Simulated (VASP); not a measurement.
Here is a VASP 6.6.1 calculation.

Contents of INCAR:

```
SYSTEM = SiO2
ALGO     = Normal         ! electronic algorithm
EDIFF    = 1E-7           ! SCF threshold, eV
EDIFFG   = -0.005         ! ionic threshold
ENCUT    = 600            ! plane-wave cutoff, eV
GGA      = PE             ! functional
IBRION   = 2              ! ionic algorithm
ISIF     = 3              ! what is computed and relaxed
ISMEAR   = 0              ! smearing method
IVDW     = 12             ! dispersion correction
KPAR     = 4            
LASPH    = .TRUE.         ! aspherical terms in the spheres
LCHARG   = .FALSE.        ! write CHGCAR
LREAL    = .FALSE.        ! projectors in reciprocal space
LWAVE    = .FALSE.        ! write WAVECAR
NELM     = 80             ! most SCF steps
NSW      = 90             ! ionic steps
PREC     = Accurate       ! precision mode
SIGMA    = 0.03           ! smearing width, eV
```

Contents of KPOINTS:

```
k-points
0
G
  6 6 4
  0 0 0
```

Contents of POSCAR:

```
SiO2                                    
1.0
    4.9307438735     -0.0000000000     -0.0000000000
    0.0000000000      4.9307438735      0.0000000000
    0.0000000000     -0.0000000000      6.7785129766
  Si              O             
     4     8
Direct
     0.3116516994931951    0.3116516994931951    0.0000000000000000
     0.1883483005068051    0.8116516994931952    0.2500000000000000
     0.6883483005068048    0.6883483005068048    0.5000000000000000
     0.8116516994931952    0.1883483005068051    0.7500000000000000
     0.2339169336068504    0.1279106998635338    0.1911550747602345
     0.3720893001364662    0.7339169336068506    0.4411550747602345
     0.7660830663931494    0.8720893001364661    0.6911550747602346
     0.6279106998635339    0.2660830663931494    0.9411550747602346
     0.7339169336068506    0.3720893001364663    0.5588449252397654
     0.8720893001364661    0.7660830663931494    0.3088449252397655
     0.2660830663931494    0.6279106998635339    0.0588449252397655
     0.1279106998635338    0.2339169336068504    0.8088449252397654
```

Potentials or basis: VASP PAW PBE potentials, release 64 (Si, O).

Run with:

```sh
$ cat potpaw_PBE.64/Si/POTCAR potpaw_PBE.64/O/POTCAR > POTCAR
$ mpirun -np 4 vasp_std > vasp.out
```

Task: Predict the relaxed volume.

Result: 13.73 Å³/atom.

Task: Estimate the space group after relaxing (to 0.05 Å).

Result: P4_12_12 (No. 92).

Task: What does it give for the relaxed cell?

Result: a = 4.930 Å, b = 4.930 Å, c = 6.781 Å, α = 90.00°, β = 90.00°, γ = 90.00°.

Forces in eV/Å, atoms in the order of the input:
```
Si  -0.002 -0.002  0.000
Si   0.002 -0.002  0.000
Si   0.002  0.002  0.000
Si  -0.002  0.002  0.000
O    0.003  0.001 -0.003
O   -0.001  0.003 -0.003
O   -0.003 -0.001 -0.003
O    0.001 -0.003 -0.003
O    0.003 -0.001  0.003
O   -0.001 -0.003  0.003
O   -0.003  0.001  0.003
O    0.001  0.003  0.003
```
